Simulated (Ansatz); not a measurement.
FeGe:

```
Ge Fe
1.0
     4.99760    0.00000    0.00000
    -2.49880    4.32805    0.00000
     0.00000    0.00000    4.11576
Ge Fe
3 3
Direct
  0.66667 0.33333 0.50000
  0.33333 0.66667 0.50000
  0.00000 0.00000 0.00000
  0.00000 0.50000 0.00000
  0.50000 0.50000 0.00000
  0.50000 0.00000 0.00000
```

The cell is a database's computed one.

Base run:

- Program: Ansatz 0.2.0
- Functional: PBEsol
- Potentials or basis: all-electron LAPW, scalar-relativistic
- Cutoff: 280 eV (chosen from the basis error)
- Basis error allowed: 0.002 eV/atom
- k mesh: 6 × 6 × 7
- Occupations: fermi-dirac, width 0.05 eV
- Spin: collinear spin, ferromagnetic start
- Starting moments: [0.0, 0.0, 0.0, 3.0, 3.0, 3.0] μB

Its results: pressure -10.2 GPa; net moment 4.27 μB per cell; site moments Ge -0.05, -0.09; Fe +1.52 μB.

The run is repeated on the same cell with these changes: functional from PBEsol to LDA. What comes out?

Pressure -14.7 GPa; net moment 4.06 μB per cell; site moments Ge -0.05, -0.07; Fe +1.44 μB.

LDA binds more tightly than PBEsol, so the same cell stands under less pressure.
